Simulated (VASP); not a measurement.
**LiBr (rocksalt), r²SCAN single-point calculation: Ansatz's output and VASP's**

```
Li Br
1.0
     0.00000    2.73957    2.73957
     2.73957    0.00000    2.73957
     2.73957    2.73957    0.00000
Li Br
1 1
Cartesian
  0.0000 0.0000 0.0000
  2.7396 2.7396 2.7396
```

Ansatz printed

```
SCF 1 converged in 6 iterations: F = -3001.463735 eV  dr2 = 3.96e-12
  greatest PAW one-centre occupation: 0.999 electrons in one spin orbital (limit 2), on the Li atom at site 0 (counted from 0), in its partial waves of l = 0
NSCF: frozen V_eff on 7 k-points
SCF converged after 6 iterations
Free energy (F): -3001.463735 eV
Harris-Foulkes:  -3001.463735 eV  (|F-HF|=1.82e-12)
Internal energy: -3001.463735 eV  (E = F + TS)
E sigma→0 (E₀):  -3001.463735 eV
Fermi energy:    1.779515 eV
--- Per-component energies (eV) ---
  E_band       = -108.439011
  E_kinetic    = 156.668432
  E_local      = -310.585830  (includes V_loc(G=0)·N_el)
  E_nonlocal   = 36.733647
  E_hartree    = 79.735490
  E_xc         = -262.309648
  E_vxc        = -130.867164  (∫ρ·V_xc dr)
  E_paw        = -2291.971868  (= ΣΔE_a)
  E_vpaw       = -26.571758  (= ΣTr[D̂ρ^β])
  E_aug_tail   = -0.000094  (compensation charges beyond the density's cutoff)
  E_vtau       = 6.712759  (kinetic-family band-sum trace: ∫τ·v_τ [+ j·A + Jᵃ·Aᵃ] dr)
  E_ewald      = -409.575669
  E_core_change = -0.158194  (= ΣΔE_core)
  E_smearing   = -0.000000  (= −TS)
  E_closure    = 0.000000  (closes the sum)
  Σ components = -3001.463735   (vs F -3001.463735, Δ=0.00e0)
--- Forces (eV/Å), atoms counted from 1 ---
  atom   1  Li    -0.00000000     0.00000000     0.00000000
  atom   2  Br     0.00000000    -0.00000000    -0.00000000
  max |Σ_I F_I| component: 2.14e-29 eV/Å
--- Stress (GPa, compression-positive) ---
        0.014417       0.000000      -0.000000
        0.000000       0.014417       0.000000
        0.000000      -0.000000       0.014417
  P = ⅓ Tr σ = 0.0144 GPa (0.144 kbar)
--- Band table (eV; the first three rows and the last of 29) ---
  k-point 0: bands = ["-43.8694", "-12.1580", "1.7795", "1.7795", "1.7795", "7.6585", "13.0158", "13.0158", "13.0158"]
  k-point 1: bands = ["-43.8693", "-12.0894", "1.1981", "1.7337", "1.7337", "8.1784", "12.3180", "12.9371", "12.9371"]
  k-point 2: bands = ["-43.8689", "-11.9155", "0.0794", "1.6291", "1.6291", "8.6287", "11.8334", "11.8334", "12.4119"]
  k-point 28: bands = ["-43.8680", "-11.4443", "-0.4160", "-0.4160", "0.6051", "10.6256", "11.2994", "12.0433", "12.0433"]
```

Datasets and cutoffs are each program's own. VASP's cell holds 10 valence electrons and Ansatz's 10. Ansatz's stress includes a Pulay correction; VASP's doesn't.

**Question.** What does VASP give for the same cell and level of theory?

**Answer.** gap between bands v and c 5.93 eV; least direct gap 5.93 eV; pressure -0.3 GPa.

From OUTCAR

```
k-points           NKPTS =     29   k-points in BZ     NKDIM =     29   number of bands    NBANDS=     12

   NELECT =      10.0000    total number of electrons

   dimension x,y,z NGX =    30 NGY =   30 NGZ =   30
   dimension x,y,z NGXF=    60 NGYF=   60 NGZF=   60

  energy-cutoff  :      520.00
  volume of cell :       41.12
      direct lattice vectors                 reciprocal lattice vectors
     0.000000000  2.739565047  2.739565047    -0.182510724  0.182510724  0.182510724
     2.739565047  0.000000000  2.739565047     0.182510724 -0.182510724  0.182510724
     2.739565047  2.739565047  0.000000000     0.182510724  0.182510724 -0.182510724

 k-points in reciprocal lattice and weights: KPOINTS created by Atomic Simulation Env
   0.00000000  0.00000000  0.00000000       0.002
   0.12500000  0.00000000  0.00000000       0.016
   0.25000000  0.00000000  0.00000000       0.016
   0.37500000  0.00000000  0.00000000       0.016
   0.50000000  0.00000000  0.00000000       0.008
   0.12500000  0.12500000  0.00000000       0.012
   0.25000000  0.12500000  0.00000000       0.047
   0.37500000  0.12500000  0.00000000       0.047
   ...

 E-fermi :   0.1940

 k-point     1 :       0.0000    0.0000    0.0000
  band No.  band energies     occupation
      1     -45.7057      2.00000
      2     -13.9267      2.00000
      3       0.0152      2.00000
      4       0.0152      2.00000
      5       0.0152      2.00000
      6       5.9456      0.00000
      7      11.2402      0.00000
      8      11.2402      0.00000
      9      11.2402      0.00000
     10      13.5231      0.00000
     11      13.5231      0.00000
     12      13.5241      0.00000

 k-point     2 :       0.1250    0.0000    0.0000
  band No.  band energies     occupation
      1     -45.7057      2.00000
      2     -13.8588      2.00000
      3      -0.5607      2.00000
      4      -0.0303      2.00000
      5      -0.0303      2.00000
      6       6.4513      0.00000
      7      10.5502      0.00000
      8      11.1562      0.00000
      9      11.1565      0.00000
     10      12.3055      0.00000
     11      12.3058      0.00000
     12      13.8547      0.00000

 k-point     3 :       0.2500    0.0000    0.0000
  band No.  band energies     occupation
      1     -45.7053      2.00000
      2     -13.6867      2.00000
      3      -1.6718      2.00000
      4      -0.1342      2.00000
      5      -0.1342      2.00000
      6       6.8680      0.00000
      7      10.0422      0.00000
      8      10.0426      0.00000
      9      10.6694      0.00000
     10      13.1975      0.00000
     11      13.1976      0.00000
     12      14.2281      0.00000

 k-point     4 :       0.3750    0.0000    0.0000
  band No.  band energies     occupation
      1     -45.7049      2.00000
      2     -13.5014      2.00000
      3      -2.5832      2.00000
      4      -0.2305      2.00000
      5      -0.2305      2.00000
      6       6.5860      0.00000
      7       9.1950      0.00000
      8       9.1955      0.00000
      9      12.1633      0.00000
     10      14.6782      0.00000
     11      15.0223      0.00000
     12      15.0224      0.00000

 k-point     5 :       0.5000    0.0000    0.0000
  band No.  band energies     occupation
      1     -45.7048      2.00000
      2     -13.4201      2.00000
      3      -2.9273      2.00000
      4      -0.2683      2.00000
      5      -0.2683      2.00000
      6       6.4113      0.00000
      7       8.9034      0.00000
      8       8.9039      0.00000
      9      13.1178      0.00000
     10      15.1870      0.00000
     11      16.6839      0.00000
     12      16.6840      0.00000

 k-point     6 :       0.1250    0.1250    0.0000
  band No.  band energies     occupation
      1     -45.7057      2.00000
      2     -13.8355      2.00000
      3      -0.5040      2.00000
      4      -0.1837      2.00000
      5      -0.1837      2.00000
      6       6.7299      0.00000
      7      10.2480      0.00000
      8      10.7276      0.00000
      9      11.4121      0.00000
     10      11.4122      0.00000
     11      14.2536      0.00000
     12      14.3885      0.00000

 k-point     7 :       0.2500    0.1250    0.0000
  band No.  band energies     occupation
      1     -45.7054      2.00000
      2     -13.6962      2.00000
      3      -1.3684      2.00000
      4      -0.3578      2.00000
      5      -0.2865      2.00000
      6       7.4454      0.00000
      7       9.5935      0.00000
      8       9.7815      0.00000
      9      11.0587      0.00000
     10      12.1631      0.00000
     11      14.1562      0.00000
     12      15.0223      0.00000

 ...

  Total       -0.0742755     -0.0742755     -0.0742755     -0.0000000     -0.0000000      0.0000000
  in kB       -2.8938866     -2.8938866     -2.8938866     -0.0000000     -0.0000000      0.0000000
  external PRESSURE =      -2.8938866 kB  Pullay stress =       0.0000000 kB

 POSITION                                       TOTAL-FORCE (eV/Angst)
 -----------------------------------------------------------------------------------
      0.00000      0.00000      0.00000        -0.000000      0.000000      0.000000
      2.73957      2.73957      2.73957         0.000000     -0.000000      0.000000
 -----------------------------------------------------------------------------------
    total drift:                               -0.000000     -0.000000      0.000000

  FREE ENERGIE OF THE ION-ELECTRON SYSTEM (eV)
  ---------------------------------------------------
  free  energy   TOTEN  =       -19.1517532940 eV

  energy  without entropy=      -19.1517532940  energy(sigma->0) =      -19.15175329
```
